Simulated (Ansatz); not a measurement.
From the elastic tensor of AlN to moduli and sound speeds

Computed with DFT LDA, scalar-relativistic, plane waves, PAW in Ansatz. Settings: 420 eV plane-wave cutoff, Γ-centred 6×6×6 mesh, fixed occupations. No spin polarisation.

The structure is cubic, space group F-43m (No. 216). The conventional cell has a = 4.342 Å, b = 4.342 Å, c = 4.342 Å, α = 90.00°, β = 90.00°, γ = 90.00°. Around Al (site symmetry -43m) lie 4 N at 1.88 Å. Around N (site symmetry -43m) lie 4 Al at 1.88 Å.

The cell is the ideal cubic zincblende prototype; this isn't the usual structure of the compound.

Relaxed-ion constants (GPa, on the Cartesian axes of the calculation):
```
300.0 165.9 165.9   0.0   0.0   0.0
165.9 300.0 165.9   0.0   0.0   0.0
165.9 165.9 300.0   0.0   0.0   0.0
  0.0   0.0   0.0 188.2   0.0   0.0
  0.0   0.0   0.0   0.0 188.2   0.0
  0.0   0.0   0.0   0.0   0.0 188.2
```

Density 3.326 g/cm³; 2 atoms in 20.46 Å³.

The values that follow are for a polycrystal of randomly turned grains, by Hill's mean where one number stands. In a crystal this anisotropic the Voigt and Reuss bounds lie far apart, so Hill's mean and the sound speeds and Debye temperature from it are rough.

With S = C⁻¹: B_V = (C11+C22+C33+2(C12+C13+C23))/9, G_V = (C11+C22+C33−C12−C13−C23+3(C44+C55+C66))/15, 1/B_R = S11+S22+S33+2(S12+S13+S23), 15/G_R = 4(S11+S22+S33−S12−S13−S23)+3(S44+S55+S66); Hill is their mean. Then v_l = √((B+4G/3)/ρ), v_t = √(G/ρ), v_m = [(2/v_t³+1/v_l³)/3]^(−1/3) and Θ = (ħ/k_B)·v_m·(6π²n/V)^(1/3) for n atoms in the volume V; E = 9BG/(3B+G), ν = (3B−2G)/(2(3B+G)) and A^U = 5G_V/G_R + B_V/B_R − 6.

| Property | Result |
| --- | --- |
| Bulk modulus, Voigt / Reuss / Hill | 210.6 / 210.6 / 210.6 GPa |
| Shear modulus, Voigt / Reuss / Hill | 139.7 / 109.2 / 124.5 GPa |
| Young's modulus | 312 GPa |
| Poisson ratio | 0.253 |
| Pugh ratio B/G | 1.69 |
| Universal anisotropy index | 1.40 |
| Longitudinal and transverse sound speeds | 10640 and 6118 m/s |
| Debye temperature from the mean sound speed | 932 K |

Cost: 1 run of about 0.21 core-minutes, on Oxide Virtual Turin-like Processor (Zen 5) (shared hosts).

The tensor meets the cubic stability conditions, so this zincblende lattice resists any small homogeneous strain. Its resistance is uneven, however: C44, at 188.2 GPa, far exceeds half the difference between C11 and C12, which makes the crystal stiffest along the body diagonals, where the Al–N bonds point, and softest along the cube axes. A tetragonal shear leaves the bond lengths unchanged to first order and is opposed mainly by bond-angle forces, which the strong ionic character of Al–N probably keeps modest. The shear measured by C44 also stretches bonds, and displacement of the two sublattices against each other relieves only part of that cost. That C44 also lies above C12 violates the Cauchy relation in the sense expected for directional, partly covalent sp³ bonding. The bulk modulus is free of this anisotropy, because a cubic crystal under hydrostatic pressure strains equally in all directions. Elastic stability shows only that the structure is a local minimum against such strains, and says nothing about its energy relative to wurtzite.
